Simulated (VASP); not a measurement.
Input of a VASP 6.6.1 run:

Contents of run.py:

```python
from ase.calculators.vasp import Vasp
from ase.dft.bandgap import bandgap
from ase.spacegroup import crystal

atoms = crystal(
    ['N', 'B'],
    basis=[[0.25, 0.25, 0.75], [0.0, 0.0, 0.0]],
    spacegroup=216,
    setting=1,
    cellpar=[3.626002, 3.626002, 3.626002, 90.0, 90.0, 90.0],
    primitive_cell=True,
)
calc = Vasp(
    directory='calc',
    pp='PBE',
    setups={'base': 'minimal', 'N': '_h', 'B': '_h'},
    prec='Accurate',
    encut=900,
    ediff=1e-06,
    ismear=-5,
    sigma=0.05,
    lreal=False,
    lasph=True,
    nelm=100,
    algo='Normal',
    isif=2,
    lwave=False,
    lcharg=False,
    metagga='LAK',
    lmixtau=True,
    kpts=[13, 13, 13],
    gamma=True,
    nbands=11,
)
atoms.calc = calc

print('energy (eV):', atoms.get_potential_energy())
print('free energy (eV):', atoms.get_potential_energy(force_consistent=True))
print('forces (eV/A):')
print(atoms.get_forces())
print('stress (eV/A^3, Voigt):', atoms.get_stress())
print('Fermi level (eV):', calc.get_fermi_level())
gap, top, bottom = bandgap(calc)
print('band gap (eV):', gap, 'from (spin, k, band)', top, 'to', bottom)
```

Potentials or basis: VASP PAW PBE potentials, release 64 (N_h, B_h).

The run is started by

```console
$ python run.py
```

Q: Estimate the band gap on the k mesh.

A: 5.57 eV, indirect (least direct gap 9.74 eV).

Q: Predict the pressure.

A: -1.2 GPa.

Caveat: the cutoff is under 1.25 times the usual one of these potentials, so pressure, stress and relaxed cells hold a basis-set (Pulay) error; the PAW data sets were made with another functional, which shifts forces and pressure a little; an odd mesh through Γ misses points on the zone boundary, where band edges often lie.

The gap isn't set beside the measured one, since this odd mesh misses points on the zone boundary.
